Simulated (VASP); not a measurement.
# Ge (Fd-3m) in VASP: notebook

One crystal, Ge, is run at these levels: r2SCAN, PBEsol; tasks: relaxation of cell and atoms, single point.

All numbers are computed with VASP 6.6.1; they aren't measurements. Logs are shortened: lines on timing, memory, paths and dates and some standing lists are left out, and cuts for length are marked.

**Measured values to compare with.**

From “Electronic and optical properties of SixGe1-x-ySny alloys lattice-matched to Ge”, 2021, arxiv:2109.02782, for a bulk crystal of Ge at 300 K: band gap 0.807 eV (direct).

The runs below are set against these values where they give the same quantity.

### Step 1. The crystal as given

Symmetry: Fd-3m, No. 227, cubic system. The conventional cell has a = 5.677 Å, b = 5.677 Å, c = 5.677 Å, α = 90.00°, β = 90.00°, γ = 90.00°. Ge (site symmetry -43m) has 4 Ge at 2.46 Å as nearest neighbours.

### Step 2. Relaxation of cell and atoms, r2SCAN

INCAR reads:

```
SYSTEM = Ge
  PREC = Accurate
  ENCUT = 600
  EDIFF = 1E-7
  ISMEAR = 0
  SIGMA = 0.03
  LREAL = .False.
  LASPH = .True.
  NELM = 80
  ALGO = Normal
  ISIF = 3
  LWAVE = .False.
  LCHARG = .False.
  METAGGA = R2SCAN
  LMIXTAU = .True.
  IBRION = 2
  NSW = 90
  EDIFFG = -0.005
```

KPOINTS reads:

```
regular mesh
0
Gamma
  10 10 10
  0 0 0
```

POSCAR reads:

```
Ge                                      
1.0
   -0.0000000000      2.8383942277      2.8383942277
    2.8383942277      0.0000000000      2.8383942277
    2.8383942277      2.8383942277     -0.0000000000
  Ge            
     2
Direct
     0.0000000000000000    0.0000000000000000    0.0000000000000000
     0.2500000000000000    0.2500000000000000    0.2500000000000000
```

Potentials or basis: VASP PAW PBE potentials, release 64 (Ge_d).

The run is started by

```console
> cat potpaw_PBE.64/Ge_d/POTCAR > POTCAR
> mpirun -np 1 vasp_std > vasp.out
```

OUTCAR:

```text
SYSTEM = Ge
   PREC = Accurate
   ENCUT = 600
   EDIFF = 1E-7
   ISMEAR = 0
   LREAL = .False.
   LASPH = .True.
   NELM = 80
   ISIF = 3
   METAGGA = R2SCAN
   IBRION = 2
   NSW = 90
   EDIFFG = -0.005

 ion  position               nearest neighbor table
   1  0.000  0.000  0.000-   2 2.46   2 2.46   2 2.46   2 2.46
   2  0.250  0.250  0.250-   1 2.46   1 2.46   1 2.46   1 2.46

  LATTYP: Found a face centered cubic cell.
 ALAT       =     5.6767884554

  Lattice vectors:

 A1 = (   0.0000000000,   2.8383942277,   2.8383942277)
 A2 = (   2.8383942277,   0.0000000000,   2.8383942277)
 A3 = (   2.8383942277,   2.8383942277,   0.0000000000)

Analysis of symmetry for initial positions (statically):
=====================================================================
 Subroutine PRICEL returns:
 Original cell was already a primitive cell.

 Routine SETGRP: Setting up the symmetry group for a
 face centered cubic supercell.

 Subroutine GETGRP returns: Found 48 space group operations
 (whereof 24 operations were pure point group operations)
 out of a pool of 48 trial point group operations.

The static configuration has the point symmetry T_d .
 The point group associated with its full space group is O_h .

Analysis of symmetry for dynamics (positions and initial velocities):
=====================================================================
 Subroutine PRICEL returns:
 Original cell was already a primitive cell.

 Routine SETGRP: Setting up the symmetry group for a
 face centered cubic supercell.

 Subroutine GETGRP returns: Found 48 space group operations
 (whereof 24 operations were pure point group operations)
 out of a pool of 48 trial point group operations.

The dynamic configuration has the point symmetry T_d .
 The point group associated with its full space group is O_h .

 Subroutine INISYM returns: Found 48 space group operations
 (whereof 24 operations are pure point group operations),
 and found     1 'primitive' translations

----------------------------------------------------------------------------------------

                                     Primitive cell

  volume of cell :      45.7349

  direct lattice vectors                    reciprocal lattice vectors
     0.000000000  2.838394228  2.838394228    -0.176155939  0.176155939  0.176155939
[... 80 lines left out ...]
   ISPIN  =      1    spin polarized calculation?
   LNONCOLLINEAR =      F non collinear calculations
   LSORBIT =      F    spin-orbit coupling
   LASPH  =      T    aspherical Exc in radial PAW
   ENCUT  =  600.0 eV  44.10 Ry    6.64 a.u.   8.02  8.02  8.02*2*pi/ulx,y,z
   NELM   =     80;   NELMIN=  2; NELMDL= -5     # of ELM steps
   EDIFF  = 0.1E-06   stopping-criterion for ELM
   LREAL  =      F    real-space projection
   EDIFFG = -.5E-02   stopping-criterion for IOM
   NSW    =     90    number of steps for IOM
   IBRION =      2    ionic relax: 0-MD 1-quasi-New 2-CG
   NFREE  =      1    steps in history (QN), initial steepest desc. (CG)
   ISIF   =      3    stress and relaxation
   ISYM   =      2    0-nonsym 1-usesym 2-fastsym
   POTIM  = 0.5000    time-step for ionic-motion
   TEBEG  =    0.0;   TEEND  =   0.0 temperature during run
   PSTRESS=    0.0 pullay stress
   NELECT =      28.0000    total number of electrons
   NUPDOWN=      -1.0000    fix difference up-down
   EMIN   =  10.00;   EMAX   =-10.00  energy-range for DOS
   EFERMI =   0.00;   METHOD = LEGACY
   ISMEAR =     0;   SIGMA  =   0.03  broadening in eV -4-tet -1-fermi 0-gaus
   EFERMI_NEDOS =   21; number of points for ismear=-14 and -15
   IALGO  =     38    algorithm
   IMIX   =      4    mixing-type and parameters
     AMIX     =   0.40;   BMIX     =  1.00
     AMIX_MAG =   1.60;   BMIX_MAG =  1.00
  volume/ion in A,a.u.               =      22.87       154.32
  Fermi-wavevector in a.u.,A,eV,Ry     =   1.390096  2.626901 26.291448  1.932367
  Thomas-Fermi vector in A             =   2.514064
   LORBIT       =      0    0 simple, 1 ext, 2 COOP (PROOUT), +10 PAW based schemes
   METAGGA = R2SCAN    functional components
   LHFCALC =     F    Hartree Fock is set to
   AEXX    =    0.0000 exact exchange contribution
   IVDW    =     0    specifies the selected vdW correction
   LEPSILON=     F    determine dielectric tensor
   LRPA    =     F    only Hartree local field effects (RPA)
 conjugate gradient relaxation of ions
 non-spin polarized calculation
 Gauss-broadening in eV      SIGMA  =   0.03
  energy-cutoff  :      600.00
  volume of cell :       45.73
 maximum number of plane-waves:      1542
   NGX = 17   NGY = 17   NGZ = 17

 number of electron      28.0000020 magnetization

 Free energy of the ion-electron system (eV)
  ---------------------------------------------------
  ext. energy  EPLUGINS =         0.00000000
  ---------------------------------------------------
  free energy    TOTEN  =       -27.74402181 eV

  energy without entropy =      -27.74402181  energy(sigma->0) =      -27.74402181

 E-fermi :   4.8386     XC(G=0): -10.7670

 val. band max:        4.7027232948   @ k =   0.0000   0.0000   0.0000
 cond. band min:       5.0105845436   @ k =   0.0000   0.0000   0.0000
 fundamental gap:      0.3078612488
 Fermi energy:         4.8385918109

 k-point     1 :       0.0000    0.0000    0.0000
  band No.  band energies     occupation
      1     -20.7774      2.00000
      2     -20.7774      2.00000
      3     -20.7774      2.00000
      4     -20.7387      2.00000
      5     -20.7387      2.00000
      6     -20.5267      2.00000
[... 481 lines left out ...]
      5     -20.6553      2.00000
      6     -20.6296      2.00000
[... 10 lines left out ...]
     17      11.7880      0.00000
     18      12.3183      0.00000

 [... further k-points ...]
[... 5 lines left out ...]
  --------------------------------------------------------------------------------------
  -------------------------------------------------------------------------------------
  Total        0.0019354      0.0019354      0.0019354      0.0000000      0.0000000      0.0000000
  in kB        0.0677990      0.0677990      0.0677990      0.0000000      0.0000000      0.0000000
  external PRESSURE =       0.0677990 kB  Pullay stress =       0.0000000 kB

 VOLUME and BASIS-vectors are now :
 -----------------------------------------------------------------------------
  energy-cutoff  :      600.00
  volume of cell :       45.73
      direct lattice vectors                 reciprocal lattice vectors
     0.000000000  2.838394228  2.838394228    -0.176155939  0.176155939  0.176155939
     2.838394228  0.000000000  2.838394228     0.176155939 -0.176155939  0.176155939
     2.838394228  2.838394228  0.000000000     0.176155939  0.176155939 -0.176155939

 POSITION                                       TOTAL-FORCE (eV/Angst)
 -----------------------------------------------------------------------------------
      0.00000      0.00000      0.00000        -0.000000     -0.000000     -0.000000
      1.41920      1.41920      1.41920         0.000000      0.000000      0.000000
 -----------------------------------------------------------------------------------
    total drift:                               -0.000000     -0.000000      0.000000

  FREE ENERGIE OF THE ION-ELECTRON SYSTEM (eV)
  ---------------------------------------------------
  free  energy   TOTEN  =       -27.7440218078 eV

  energy  without entropy=      -27.7440218078  energy(sigma->0) =      -27.74402181

 reached required accuracy - stopping structural energy minimisation
```

OSZICAR:

```text
N       E                     dE             d eps       ncg     rms          rms(c)
DAV:   1     0.152187785477E+03    0.15219E+03   -0.17041E+04  1710   0.466E+03
DAV:   2    -0.763930096666E+01   -0.15983E+03   -0.15748E+03  1692   0.580E+02
[... 12 lines left out ...]
DAV:  15    -0.277440201208E+02   -0.27588E-04   -0.12205E-05  1700   0.484E-02    0.187E-03
DAV:  16    -0.277440190439E+02    0.10769E-05   -0.15899E-06  1754   0.153E-02    0.148E-03
DAV:  17    -0.277440191636E+02   -0.11964E-06   -0.35769E-08  1232   0.225E-03    0.137E-03
DAV:  18    -0.277440208642E+02   -0.17007E-05   -0.17025E-07  1316   0.436E-03    0.735E-04
DAV:  19    -0.277440217815E+02   -0.91729E-06   -0.13863E-07  1314   0.409E-03    0.195E-04
DAV:  20    -0.277440218078E+02   -0.26293E-07   -0.18769E-08   920   0.192E-03
   1 F= -.27744022E+02 E0= -.27744022E+02  d E =-.277440E+02
```

It took 1.9 min on 1 thread of Intel Xeon Platinum 8488C (Sapphire Rapids), shared host; peak memory 0.2 GiB.

Results:

```
Free energy             : -27.7440 eV
Pressure after relaxing : 0.0 GPa
Band gap on the k mesh  : 0.31 eV, direct
```

Final structure:
```
Ge
1.0
     0.00000    2.83839    2.83839
     2.83839    0.00000    2.83839
     2.83839    2.83839    0.00000
Ge
2
Direct
  0.00000 0.00000 0.00000
  0.25000 0.25000 0.25000
```

Caveat: the relaxation stopped at its first step, so nothing moved; the PAW data sets were made with another functional, which shifts forces and pressure a little.

### Step 3. Single point, PBEsol

This run uses another cell than the first one, of 22.64 Å³/atom, 0.990 times its volume.

INCAR reads:

```
SYSTEM = Ge
  PREC = Accurate
  ENCUT = 520
  EDIFF = 1E-6
  ISMEAR = 0
  SIGMA = 0.03
  LREAL = .FALSE.
  LASPH = .TRUE.
  NELM = 80
  ALGO = Normal
  ISIF = 2
  LWAVE = .FALSE.
  LCHARG = .FALSE.
  GGA = PS
  NBANDS = 21
  KPAR = 4
```

KPOINTS reads:

```
regular mesh
0
G
  6 6 6
  0 0 0
```

POSCAR reads:

```
Ge
1.0
    0.0000000000      2.8289100000      2.8289100000
    2.8289100000      0.0000000000      2.8289100000
    2.8289100000      2.8289100000      0.0000000000
Ge
2
Direct
    0.0000000000      0.0000000000      0.0000000000
    0.2500000000      0.2500000000      0.2500000000
```

Potentials or basis: VASP PAW PBE potentials, release 64 (Ge_d).

The run is started by

```console
> cat potpaw_PBE.64/Ge_d/POTCAR > POTCAR
> mpirun -np 4 vasp_std > vasp.out
```

Wall time 6.3 s (4 MPI ranks of AMD EPYC 7R13 (Zen 3), shared host); peak memory 0.14 GiB.

Results (log left out):

```
Free energy            : -9.8267 eV
Pressure               : 0.3 GPa
Band gap on the k mesh : none (metal or under the smearing width)
```

Levels at points of the mesh, in eV from the Fermi level:
```
           k point  band 12  band 13  band 14  band 15  band 16  band 17
(0.00, 0.00, 0.00)    -0.02    -0.01    -0.01    -0.01     2.51     2.51
(0.50, 0.00, 0.00)    -7.64    -1.42    -1.42     0.11     3.69     3.69
(0.50, 0.50, 0.00)    -8.92    -3.10    -3.10     0.65     0.65     9.48
```

Caveat: the PAW data sets were made with another functional, which shifts forces and pressure a little; this crystal is a semiconductor, whose small gap the functional closes, so the metal is an error of the method.

### Step 4. Against experiment

Step 3. Measured gap of Ge: 0.807 eV (direct; 300 K; “Electronic and optical properties of SixGe1-x-ySny alloys lattice-matched to Ge”, 2021, arxiv:2109.02782). This calculation gives 0.00 eV (-0.81 eV). 3 values of this kind are on record (0.666 to 0.807 eV); this one was drawn at random among those near their median. Spin-orbit coupling on Ge is left out. The value is that of PBEsol on a finite k mesh, which can miss the band edges, without temperature or zero-point motion. Semilocal functionals fall short of measured gaps as a rule.
